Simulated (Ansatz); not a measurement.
AlP (space group F-43m) relaxed with several functionals in Ansatz (plane waves to 420 eV, scalar-relativistic PAW, no spin-orbit coupling, symmetry kept). The database cell has 20.25 Å³/atom; its temperature or method isn't stated, so the comparison with it is no error of the functional. No moments.

| functional | conventional cell | V (Å³/atom) | against the database cell (%) | gap on mesh (eV) | largest moment (μB) |
| --- | --- | --- | --- | --- | --- |
| PBE | a = 5.507 Å, b = 5.507 Å, c = 5.507 Å, α = 90.00°, β = 90.00°, γ = 90.00° | 20.87 | 3.1 | 1.63 | 0.00 |
| LDA | a = 5.434 Å, b = 5.434 Å, c = 5.434 Å, α = 90.00°, β = 90.00°, γ = 90.00° | 20.06 | -0.9 | 1.42 | 0.00 |
| PBE+D3(BJ) | a = 5.452 Å, b = 5.452 Å, c = 5.452 Å, α = 90.00°, β = 90.00°, γ = 90.00° | 20.26 | 0.0 | 1.57 | 0.00 |